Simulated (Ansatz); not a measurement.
# AlN under changes of volume

One of the cells (10.451 Å³/atom); the others are scaled copies at fixed shape and fractional positions:

```
Al N
1.0
     3.11300    0.00000    0.00000
    -1.55650    2.69594    0.00000
     0.00000    0.00000    4.98100
Al N
2 2
Direct
  0.66667 0.33333 0.50000
  0.33333 0.66667 0.00000
  0.66667 0.33333 0.88000
  0.33333 0.66667 0.38000
```

| Property | Result |
| --- | --- |
| Program | Ansatz 0.2.0 |
| Functional | PBE |
| Potentials or basis | JTH PAW |
| Cutoff | 1320 eV (not typed: the program's choice for these potentials) |
| k mesh | 10 × 10 × 6 |
| Occupations | fermi-dirac, width 0.05 eV |
| Spin | no spin polarisation |

```csv
volume (Å³/atom),energy over the lowest point (meV/atom),pressure (GPa),gap on the mesh (eV),largest force (eV/Å)
9.824,46.47,18.9,4.76,0.183
10.033,25.41,13.5,4.57,0.165
10.242,11.05,8.6,4.38,0.148
10.451,2.77,4.2,4.20,0.132
10.660,0.00,0.1,4.03,0.117
10.869,?,?,?,?
11.078,9.01,-6.8,3.70,0.090
```

Question: What does the run at 10.869 Å³/atom give?

Answer: Energy over the lowest point 2.24 meV/atom; pressure -3.5 GPa; gap on the mesh 3.87 eV; largest force 0.103 eV/Å.

Worked out: A Birch-Murnaghan fit of order 3 (a polynomial in V^(-2/3)) to the other rows has its minimum at 10.67 Å³/atom with B0 = V·E''(V) = 195 GPa and B' = 3.9 at fixed shape and positions, which overstates the stiffness. It gives 2.23 meV/atom at 10.869 Å³/atom, against the run's 2.24, and -dE/dV = -3.5 GPa, against -3.5. A straight line through the other rows of the gap, of slope -8.83 eV per unit of ln V (its deformation potential), gives 3.86 eV, against the run's 3.87.

Energies are extrapolated to zero smearing.

A mesh can miss the band edges.
